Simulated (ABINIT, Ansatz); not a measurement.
This is a calculation of KBr for Ansatz 0.2.0. Atoms were shifted at random by some hundredths of an Å from the given cell, which wasn't relaxed again for these runs. 

File input.yaml:

```yaml
crystal:
  lattice:
    - [0.0, 3.3, 3.3]
    - [3.3, 0.0, 3.3]
    - [3.3, 3.3, 0.0]
  atoms:
    - { symbol: Br, position: [0.498136, 0.504993, 0.504796] }
    - { symbol: K, position: [-0.003267, 0.013194, -0.005341] }
hamiltonian:
  xc: pbe
  pseudopotentials: { kind: paw, azcp: { folder: soft_1 } }
kpoints:
  mp_grid: { grid: [7, 7, 7] }
scf:
  occupations: { method: fermi_dirac, width: 0.05 }
output:
  forces: true
  stress: true
  eigenvalues: true
```

Potentials or basis: Ansatz PAW soft_1.

The run is started by

```console
$ ansatz run input.yaml --threads 1 --pin off --max-ram 3584MiB --backend cpu --events-out ev --progress --plain --runs-dir out
```

Set up the same calculation for ABINIT 10.8.3 (patched build). Potentials or basis there: JTH PAW PBE v2.0, cutoff 435 eV.

As run (cutoffs and basis follow the program's own potentials, and thresholds, step limits or extra output files can differ):

run.abi

```
# Pseudopotentials
pp_dirpath "./"
pseudos "Br.GGA_PBE-JTH.xml, K.GGA_PBE-JTH.xml"

# Structure
acell 3*1.0
rprim
     0.0000000000     6.2360962113     6.2360962113
     6.2360962113     0.0000000000     6.2360962113
     6.2360962113     6.2360962113     0.0000000000
ntypat 2
znucl 35 19
natom 2
typat 1 2
xred
     0.4981360000     0.5049930000     0.5047960000
    -0.0032670000     0.0131940000    -0.0053410000
chkprim 0
chksymtnons 0
tolsym 1.0e-6

# Plane-wave basis
ecut 16.0
pawecutdg 32.0

# k points
kptopt 1
ngkpt 7 7 7
nshiftk 1
shiftk 0.0 0.0 0.0

# Exchange and correlation
ixc 11

# Bands and occupations
nband 12
occopt 3
tsmear 0.00183747

# SCF cycle
nstep 100
tolvrs 1.0e-9

# Output
iomode 3
prtwf 0
prtden 0
prteig 0
prtebands 0
enunit 2
```

Potentials or basis: JTH PAW PBE v2.0.

Command:

```bash
$ abinit run.abi > log 2>&1
```

Both were run:

|  | Ansatz | ABINIT |
| --- | --- | --- |
| Pressure | 0.7 GPa | 0.7 GPa |
| Largest force | 0.055 eV/Å | 0.056 eV/Å |
| Energy over the undisturbed cell | 0.6 meV/atom | 0.6 meV/atom |

Ansatz's pressure holds a Pulay term of +0.00 GPa for its cutoff of 420 eV, which the other run lacks.

Where Ansatz's input types no cutoff or centring, it takes its own default and a Γ-centred mesh.

Pressure is positive in compression.
